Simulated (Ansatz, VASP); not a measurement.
Given: the input of a run of VASP 6.6.1 on NiO. 

The input INCAR:

```
SYSTEM = NiO
  PREC = Accurate
  ENCUT = 600
  EDIFF = 1E-6
  ISMEAR = -1
  SIGMA = 0.05
  LREAL = .FALSE.
  LASPH = .TRUE.
  NELM = 150
  ALGO = Normal
  ISIF = 3
  LWAVE = .FALSE.
  LCHARG = .FALSE.
  ISPIN = 2
  MAGMOM = 1 0
  LORBIT = 11
  LMAXMIX = 4
  GGA = RP
  IBRION = 2
  NSW = 60
  EDIFFG = -0.02
```

File KPOINTS:

```
regular mesh
0
G
  11 11 11
  0 0 0
```

POSCAR

```
NiO
1.0
    0.0000000000      2.0859016414      2.0859016414
    2.0859016414      0.0000000000      2.0859016414
    2.0859016414      2.0859016414      0.0000000000
Ni O
1 1
Direct
    0.0000000000      0.0000000000      0.0000000000
    0.5000000000      0.5000000000      0.5000000000
```

Potentials or basis: VASP PAW PBE potentials, release 64 (Ni, O).

Launch:

```bash
$ cat potpaw_PBE.64/Ni/POTCAR potpaw_PBE.64/O/POTCAR > POTCAR
$ mpirun -np 1 vasp_std > vasp.out
```

Task: What does the same run look like in Ansatz 0.2.0? Potentials or basis there: all-electron LAPW, scalar-relativistic.

Result: As run (cutoffs and basis follow the program's own potentials, and thresholds, step limits or extra output files can differ):

The input input.yaml:

```yaml
crystal:
  lattice:
    - [0.0, 2.0859016414, 2.0859016414]
    - [2.0859016414, 0.0, 2.0859016414]
    - [2.0859016414, 2.0859016414, 0.0]
  atoms:
    - { symbol: Ni, position: [0.0, 0.0, 0.0], spin: 1.0 }
    - { symbol: O, position: [0.5, 0.5, 0.5] }
kpoints:
  mp_grid: { grid: [11, 11, 11] }
scf:
  occupations: { method: fermi_dirac, width: 0.05 }
hamiltonian:
  xc: rpbe
  pseudopotentials: { kind: all_electron, lapw: { basis_error: 0.001 } }
magnetization:
  spin_polarized: true
output:
  forces: true
  stress: true
relax:
  f_tol: 0.005
  max_steps: 60
  cell: {}
```

Potentials or basis: all-electron LAPW, scalar-relativistic.

Command:

```sh
$ ansatz run input.yaml --threads 2 --pin off --max-ram 6144MiB --backend cpu --events-out ev --progress --plain --runs-dir out
```

Both were run:

|  | VASP | Ansatz |
| --- | --- | --- |
| Relaxed volume | 9.74 Å³/atom | 9.77 Å³/atom |
| Relaxed cell | a = 3.020 Å, b = 3.020 Å, c = 3.020 Å, α = 60.00°, β = 60.00°, γ = 60.00° | a = 3.023 Å, b = 3.023 Å, c = 3.023 Å, α = 60.00°, β = 60.00°, γ = 60.00° |
| Space group after relaxing | Fm-3m (No. 225) | Fm-3m (No. 225) |
| Pressure after relaxing | 0.1 GPa | 0.0 GPa |
| Net moment | 1.91 μB per cell | 1.95 μB per cell |

VASP's potentials were made for PBE.

Where Ansatz's input types no cutoff or centring, it takes its own default and a Γ-centred mesh.

The magnetic state is the one that the start led to; the real crystal's order can differ.

Pressure is positive in compression.
